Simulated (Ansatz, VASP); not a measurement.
**SnO (Romarchite): VASP beside Ansatz**

```
Sn O
1.0
     3.88524    0.00000    0.00000
     0.00000    3.88524    0.00000
     0.00000    0.00000    4.95121
Sn O
2 2
Direct
  0.50000 0.00000 0.23690
  0.00000 0.50000 0.76310
  0.00000 0.00000 0.00000
  0.50000 0.50000 0.00000
```

Alike in both runs: task single point; functional PBE; k mesh 6 × 6 × 4; occupations fermi-dirac, width 0.05 eV; no spin polarisation.

|  | VASP | Ansatz |
| --- | --- | --- |
| version | VASP 6.6.1 | Ansatz 0.2.0 |
| potentials or method | VASP PAW PBE potentials, release 64 (Sn_d, O) | plane waves, PAW |
| plane-wave cutoff (eV) | 520 | 420 |
| valence electrons in the cell | 40 | 40 |

VASP gave:

| Property | Result |
| --- | --- |
| pressure (GPa) | -1.2 |
| largest component of the traceless stress (GPa) | 0.21 |

What did Ansatz give for the same quantities?

Pressure (GPa): -1.4; largest component of the traceless stress (GPa): 0.19.
